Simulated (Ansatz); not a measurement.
**BaTe, relaxed from a PbO-type start to space group Pm-3m (read at 0.02 Å)**

Method: PBEsol, scalar-relativistic; no spin polarisation; PAW, 420 eV, Γ-centred 6×6×8 mesh, 0.05 eV Gaussian smearing; code Ansatz; PAW files: Ansatz's generated set soft_2.

```
Ba Te
1.0
     5.88405    0.00000    0.00000
     0.00000    5.88405    0.00000
     0.00000    0.00000    4.16152
Ba Te
2 2
Direct
  0.50000 0.00000 0.50000
  0.00000 0.50000 0.50000
  0.00000 0.00000 0.00000
  0.50000 0.50000 0.00000
```

This is a trial structure: the heavier alkaline earths' oxides and chalcogenides take the rock-salt structure.

Cell and atoms are those of this level's equilibrium.

The cell has space group Pm-3m (read at 0.01 Å). In it the stress is 0.00, 0.00, 0.00, 0.00, 0.00, 0.00 GPa and the largest force component 0.000 eV/Å. Each change below starts from this cell, without further relaxation. Stress is in GPa, positive in compression, in the order xx, yy, zz, yz, xz, xy; energies are counted from the cell above.

Q: What happens when atom 4 (Te) is moved by 0.02 Å along x?

A: The energy changes by 0.5 meV per cell, and the force on it along the shift is -0.0485 eV/Å (−F/u = 2.43 eV/Å²). Stress: 0.00, 0.00, 0.00, 0.00, 0.00, 0.00.
```
atom  Fx (eV/Å)     Fy     Fz
 Ba1      0.000  0.000  0.000
 Ba2      0.025  0.000  0.000
 Te3      0.023  0.000  0.000
 Te4     -0.049  0.000  0.000
```

Q: What stress follows from an engineering strain of -1 % in yz, atoms carried along?

A: 0.00, 0.01, 0.00, 0.11, 0.00, 0.00 GPa; the energy changes by 0.5 meV per cell.
The change of the stress over the strain gives a clamped-atom stiffness of about 10.5 GPa for this component.

No spin–orbit coupling, a notable omission for heavy elements.
